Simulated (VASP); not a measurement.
# CoSi (P2_13) in VASP: a series of runs

The runs below take CoSi through single point, with r2SCAN.

Everything below comes from runs of VASP 6.6.1. Logs are shortened: lines on timing, memory, paths and dates and some standing lists are left out, and cuts for length are marked.

## (1) The structure

Symmetry: P2_13, No. 198, cubic system. Conventional cell: a = 4.441 Å, b = 4.441 Å, c = 4.441 Å, α = 90.00°, β = 90.00°, γ = 90.00°. Co (site symmetry 3) has 7 Si at 2.32 to 2.44 Å as nearest neighbours. Si (site symmetry 3) has 7 Co at 2.32 to 2.44 Å as nearest neighbours.

## (2) Single point, r2SCAN

Contents of POSCAR:

```
CoSi
1.0
    4.4406267456      0.0000000000      0.0000000000
    0.0000000000      4.4406267456      0.0000000000
    0.0000000000      0.0000000000      4.4406267456
Co Si
4 4
Direct
    0.1440870035      0.1440870035      0.1440870035
    0.3559129965      0.8559129965      0.6440870035
    0.6440870035      0.3559129965      0.8559129965
    0.8559129965      0.6440870035      0.3559129965
    0.8430684470      0.8430684470      0.8430684470
    0.6569315530      0.1569315530      0.3430684470
    0.3430684470      0.6569315530      0.1569315530
    0.1569315530      0.3430684470      0.6569315530
```

Contents of INCAR.step1:

```
PREC = Accurate ; ENCUT = 520
ISMEAR = 0 ; SIGMA = 0.05
LREAL = F ; LASPH = T
NELM = 100 ; NBANDS = 36
GGA = PE ; ALGO = Normal
EDIFF = 1E-4 ; LWAVE = T
LCHARG = F
```

Contents of INCAR.step2:

```
PREC = Accurate ; ENCUT = 520
EDIFF = 1E-7 ; ISMEAR = 0
SIGMA = 0.05 ; LREAL = F
LASPH = T ; NELM = 100
ALGO = Normal ; ISIF = 2
LWAVE = F ; LCHARG = F
METAGGA = R2SCAN ; LMIXTAU = T
NBANDS = 36 ; ISTART = 1
```

Contents of KPOINTS:

```
Automatic mesh
0
Gamma
  8 8 8
```

Potentials or basis: VASP PAW PBE potentials, release 64 (Co, Si).

Command:

```sh
$ cat potpaw_PBE.64/Co/POTCAR potpaw_PBE.64/Si/POTCAR > POTCAR
$ cp INCAR.step1 INCAR
$ mpirun -np 1 vasp_std > vasp.out
$ cp INCAR.step2 INCAR
$ mpirun -np 1 vasp_std > vasp.out
```

OUTCAR:

```text
PREC = Accurate
   ENCUT = 520
   EDIFF = 1E-7
   ISMEAR = 0
   LREAL = F
   LASPH = T
   NELM = 100
   ISIF = 2
   METAGGA = R2SCAN
   ISTART = 1

 ion  position               nearest neighbor table
   1  0.144  0.144  0.144-   5 2.32   6 2.34   7 2.34   8 2.34   7 2.44   8 2.44   6 2.44   3 2.73
                             4 2.73   2 2.73   2 2.73   4 2.73   3 2.73
   2  0.356  0.856  0.644-   6 2.32   5 2.34   7 2.34   8 2.34   7 2.44   8 2.44   5 2.44   1 2.73
                             1 2.73   3 2.73   3 2.73   4 2.73   4 2.73
   3  0.644  0.356  0.856-   7 2.32   6 2.34   5 2.34   8 2.34   8 2.44   6 2.44   5 2.44   1 2.73
                             4 2.73   2 2.73   2 2.73   4 2.73   1 2.73
   4  0.856  0.644  0.356-   8 2.32   6 2.34   7 2.34   5 2.34   6 2.44   5 2.44   7 2.44   1 2.73
                             3 2.73   2 2.73   1 2.73   2 2.73   3 2.73
   5  0.843  0.843  0.843-   1 2.32   2 2.34   3 2.34   4 2.34   3 2.44   4 2.44   2 2.44   6 2.75
                             7 2.75   8 2.75   6 2.75   8 2.75   7 2.75
   6  0.657  0.157  0.343-   2 2.32   1 2.34   3 2.34   4 2.34   3 2.44   4 2.44   1 2.44   8 2.75
                             5 2.75   5 2.75   7 2.75   7 2.75   8 2.75
   7  0.343  0.657  0.157-   3 2.32   2 2.34   1 2.34   4 2.34   4 2.44   2 2.44   1 2.44   8 2.75
                             5 2.75   8 2.75   6 2.75   6 2.75   5 2.75
   8  0.157  0.343  0.657-   4 2.32   2 2.34   3 2.34   1 2.34   2 2.44   1 2.44   3 2.44   7 2.75
                             5 2.75   7 2.75   5 2.75   6 2.75   6 2.75

  LATTYP: Found a simple cubic cell.
 ALAT       =     4.4406267456

  Lattice vectors:

 A1 = (   4.4406267456,   0.0000000000,   0.0000000000)
 A2 = (   0.0000000000,   4.4406267456,   0.0000000000)
 A3 = (   0.0000000000,   0.0000000000,   4.4406267456)

Analysis of symmetry for initial positions (statically):
=====================================================================
 Subroutine PRICEL returns:
 Original cell was already a primitive cell.

 Routine SETGRP: Setting up the symmetry group for a
 simple cubic supercell.

 Subroutine GETGRP returns: Found 12 space group operations
 (whereof  3 operations were pure point group operations)
 out of a pool of 48 trial point group operations.

The static configuration has the point symmetry C_3 .
 The point group associated with its full space group is T   .

Analysis of symmetry for dynamics (positions and initial velocities):
=====================================================================
 Subroutine PRICEL returns:
 Original cell was already a primitive cell.

 Routine SETGRP: Setting up the symmetry group for a
 simple cubic supercell.

 Subroutine GETGRP returns: Found 12 space group operations
 (whereof  3 operations were pure point group operations)
 out of a pool of 48 trial point group operations.

The dynamic configuration has the point symmetry C_3 .
 The point group associated with its full space group is T   .

 Subroutine INISYM returns: Found 12 space group operations
 (whereof  3 operations are pure point group operations),
 and found     1 'primitive' translations

----------------------------------------------------------------------------------------

                                     Primitive cell

  volume of cell :      87.5655

  direct lattice vectors                    reciprocal lattice vectors
     4.440626746  0.000000000  0.000000000     0.225193437  0.000000000  0.000000000
     0.000000000  4.440626746  0.000000000     0.000000000  0.225193437  0.000000000
     0.000000000  0.000000000  4.440626746     0.000000000  0.000000000  0.225193437

  length of vectors
     4.440626746  4.440626746  4.440626746     0.225193437  0.225193437  0.225193437

  position of ions in fractional coordinates (direct lattice)
     0.144087003  0.144087003  0.144087003
     0.355912997  0.855912997  0.644087003
     0.644087003  0.355912997  0.855912997
     0.855912997  0.644087003  0.355912997
     0.843068447  0.843068447  0.843068447
     0.656931553  0.156931553  0.343068447
     0.343068447  0.656931553  0.156931553
     0.156931553  0.343068447  0.656931553

  ion indices of the primitive-cell ions
   primitive index   ion index
                 1           1
                 2           2
                 3           3
                 4           4
                 5           5
                 6           6
                 7           7
                 8           8

----------------------------------------------------------------------------------------

 KPOINTS: Automatic mesh

Automatic generation of k-mesh.
 Grid dimensions read from file:
 generate k-points for:    8    8    8

 Generating k-lattice:

  Cartesian coordinates                     Fractional coordinates (reciprocal lattice)
     0.028149180  0.000000000  0.000000000     0.125000000  0.000000000  0.000000000
     0.000000000  0.028149180  0.000000000     0.000000000  0.125000000  0.000000000
     0.000000000  0.000000000  0.028149180     0.000000000  0.000000000  0.125000000

  Length of vectors
     0.028149180  0.028149180  0.028149180

  Shift w.r.t. Gamma in fractional coordinates (k-lattice)
     0.000000000  0.000000000  0.000000000

 Subroutine IBZKPT returns following result:
 ===========================================

 Found     45 irreducible k-points:

 Following reciprocal coordinates:
            Coordinates               Weight
  0.000000  0.000000  0.000000      1.000000
  0.125000  0.000000  0.000000      6.000000
  0.250000  0.000000  0.000000      6.000000
  0.375000  0.000000  0.000000      6.000000
  0.500000  0.000000  0.000000      3.000000
  0.125000  0.125000  0.000000     12.000000
[... 16 lines left out ...]
  0.250000  0.125000  0.125000     24.000000
  0.375000  0.125000  0.125000     24.000000
 [... further k-points ...]
   k-points           NKPTS =     45   k-points in BZ     NKDIM =     45   number of bands    NBANDS=     36
   number of dos      NEDOS =    301   number of ions     NIONS =      8
   total plane-waves  NPLWV =  46656
   dimension x,y,z NGX =    36 NGY =   36 NGZ =   36
   dimension x,y,z NGXF=    72 NGYF=   72 NGZF=   72
   ions per type =               4   4
   NGX,Y,Z   is equivalent  to a cutoff of  13.48, 13.48, 13.48 a.u.
   NGXF,Y,Z  is equivalent  to a cutoff of  26.95, 26.95, 26.95 a.u.
 SYSTEM =  unknown system
   PREC   = accura    normal or accurate (medium, high low for compatibility)
   ISTART =      1    job   : 0-new  1-cont  2-samecut
   ICHARG =      0    charge: 1-file 2-atom 10-const
   ISPIN  =      1    spin polarized calculation?
   LNONCOLLINEAR =      F non collinear calculations
   LSORBIT =      F    spin-orbit coupling
   LASPH  =      T    aspherical Exc in radial PAW
   ENCUT  =  520.0 eV  38.22 Ry    6.18 a.u.   8.26  8.26  8.26*2*pi/ulx,y,z
   NELM   =    100;   NELMIN=  2; NELMDL=  0     # of ELM steps
   EDIFF  = 0.1E-06   stopping-criterion for ELM
   LREAL  =      F    real-space projection
   EDIFFG = 0.1E-05   stopping-criterion for IOM
   NSW    =      0    number of steps for IOM
   IBRION =     -1    ionic relax: 0-MD 1-quasi-New 2-CG
   NFREE  =      0    steps in history (QN), initial steepest desc. (CG)
   ISIF   =      2    stress and relaxation
   ISYM   =      2    0-nonsym 1-usesym 2-fastsym
   POTIM  = 0.5000    time-step for ionic-motion
   TEBEG  =    0.0;   TEEND  =   0.0 temperature during run
   PSTRESS=    0.0 pullay stress
   NELECT =      52.0000    total number of electrons
   NUPDOWN=      -1.0000    fix difference up-down
   EMIN   =  10.00;   EMAX   =-10.00  energy-range for DOS
   EFERMI =   0.00;   METHOD = LEGACY
   ISMEAR =     0;   SIGMA  =   0.05  broadening in eV -4-tet -1-fermi 0-gaus
   EFERMI_NEDOS =   21; number of points for ismear=-14 and -15
   IALGO  =     38    algorithm
   IMIX   =      4    mixing-type and parameters
     AMIX     =   0.40;   BMIX     =  1.00
     AMIX_MAG =   1.60;   BMIX_MAG =  1.00
  volume/ion in A,a.u.               =      10.95        73.87
  Fermi-wavevector in a.u.,A,eV,Ry     =   1.376042  2.600342 25.762515  1.893491
  Thomas-Fermi vector in A             =   2.501323
   LORBIT       =      0    0 simple, 1 ext, 2 COOP (PROOUT), +10 PAW based schemes
   METAGGA = R2SCAN    functional components
   LHFCALC =     F    Hartree Fock is set to
   AEXX    =    0.0000 exact exchange contribution
   IVDW    =     0    specifies the selected vdW correction
   LEPSILON=     F    determine dielectric tensor
   LRPA    =     F    only Hartree local field effects (RPA)
 non-spin polarized calculation
 Gauss-broadening in eV      SIGMA  =   0.05
  energy-cutoff  :      520.00
  volume of cell :       87.57
 maximum number of plane-waves:      2375
 NGX is ok and might be reduce to    36
   NGX = 17   NGY = 17   NGZ = 17

 number of electron      52.0000008 magnetization

 Free energy of the ion-electron system (eV)
  ---------------------------------------------------
  ext. energy  EPLUGINS =         0.00000000
  ---------------------------------------------------
  free energy    TOTEN  =       -91.87084712 eV

  energy without entropy =      -91.86895053  energy(sigma->0) =      -91.86989883

 E-fermi :  11.9311     XC(G=0): -13.8659

 val. band max:       11.9196100291   @ k =   0.0000   0.0000   0.0000
 cond. band min:      11.9448024257   @ k =   0.5000   0.5000   0.3750
 fundamental gap:      0.0251923966
 Fermi energy:        11.9311280964

 k-point     1 :       0.0000    0.0000    0.0000
  band No.  band energies     occupation
      1      -2.4401      2.00000
      2       3.3610      2.00000
      3       3.3610      2.00000
      4       3.3610      2.00000
      5       6.1397      2.00000
      6       6.1397      2.00000
[... 28 lines left out ...]
     35      15.6099      0.00000
     36      17.0717      0.00000

 k-point     2 :       0.1250    0.0000    0.0000
  band No.  band energies     occupation
      1      -2.3180      2.00000
      2       2.5164      2.00000
      3       3.4407      2.00000
      4       3.9699      2.00000
      5       5.6814      2.00000
      6       6.2121      2.00000
[... 28 lines left out ...]
     35      16.1116      0.00000
     36      17.4852      0.00000
[... 817 lines left out ...]
     35      16.6698      0.00000
     36      17.2663      0.00000

 k-point    24 :       0.3750    0.1250    0.1250
  band No.  band energies     occupation
      1      -1.1310      2.00000
      2       0.5989      2.00000
      3       3.3911      2.00000
      4       4.4092      2.00000
      5       5.2281      2.00000
      6       6.0250      2.00000
[... 28 lines left out ...]
     35      17.0043      0.00000
     36      17.8840      0.00000

 [... further k-points ...]
[... 5 lines left out ...]
  --------------------------------------------------------------------------------------
  -------------------------------------------------------------------------------------
  Total       -4.7317554     -4.7317554     -4.7317554      0.0000000      0.0000000      0.0000000
  in kB      -86.5765071    -86.5765071    -86.5765071      0.0000000      0.0000000      0.0000000
  external PRESSURE =     -86.5765071 kB  Pullay stress =       0.0000000 kB

 VOLUME and BASIS-vectors are now :
 -----------------------------------------------------------------------------
  energy-cutoff  :      520.00
  volume of cell :       87.57
      direct lattice vectors                 reciprocal lattice vectors
     4.440626746  0.000000000  0.000000000     0.225193437  0.000000000  0.000000000
     0.000000000  4.440626746  0.000000000     0.000000000  0.225193437  0.000000000
     0.000000000  0.000000000  4.440626746     0.000000000  0.000000000  0.225193437

 POSITION                                       TOTAL-FORCE (eV/Angst)
 -----------------------------------------------------------------------------------
      0.63984      0.63984      0.63984         0.004164      0.004164      0.004164
      1.58048      3.80079      2.86015        -0.004164     -0.004164      0.004164
      2.86015      1.58048      3.80079         0.004164     -0.004164     -0.004164
      3.80079      2.86015      1.58048        -0.004164      0.004164     -0.004164
      3.74375      3.74375      3.74375        -0.001204     -0.001204     -0.001204
      2.91719      0.69687      1.52344         0.001204      0.001204     -0.001204
      1.52344      2.91719      0.69687        -0.001204      0.001204      0.001204
      0.69687      1.52344      2.91719         0.001204     -0.001204      0.001204
 -----------------------------------------------------------------------------------
    total drift:                               -0.000000     -0.000000      0.000000

  FREE ENERGIE OF THE ION-ELECTRON SYSTEM (eV)
  ---------------------------------------------------
  free  energy   TOTEN  =       -91.8708471210 eV

  energy  without entropy=      -91.8689505317  energy(sigma->0) =      -91.86989883
```

Run time: 3.9 min. Hardware: 1 thread of Intel Xeon 6975P-C (Granite Rapids), shared host; peak memory 0.28 GiB.

Results:

| Quantity | Value |
| --- | --- |
| Free energy | -91.8708 eV |
| Pressure | -8.7 GPa |
| Largest force | 0.007 eV/Å |
| Band gap on the k mesh | none (metal or under the smearing width) |

Forces on the atoms (eV/Å):
```
Co   0.004  0.004  0.004
Co  -0.004 -0.004  0.004
Co   0.004 -0.004 -0.004
Co  -0.004  0.004 -0.004
Si  -0.001 -0.001 -0.001
Si   0.001  0.001 -0.001
Si  -0.001  0.001  0.001
Si   0.001 -0.001  0.001
```

Levels at points of the mesh, in eV from the Fermi level:
```tsv
k point	band 24	band 25	band 26	band 27	band 28	band 29
(0.00, 0.00, 0.00)	-0.84	-0.01	-0.01	-0.01	2.66	2.66
(0.50, 0.00, 0.00)	-0.70	-0.49	-0.49	1.03	1.03	1.56
(0.50, 0.50, 0.00)	-1.06	-0.04	-0.04	0.63	0.63	2.12
(0.50, 0.50, 0.50)	-1.27	-0.20	-0.20	-0.20	-0.20	5.79
```

Caveat: the PAW data sets were made with another functional, which shifts forces and pressure a little. Spin polarisation is off, so any magnetic state and its effect on volume and gap are missing.

(Continued in part 2 of 2.)
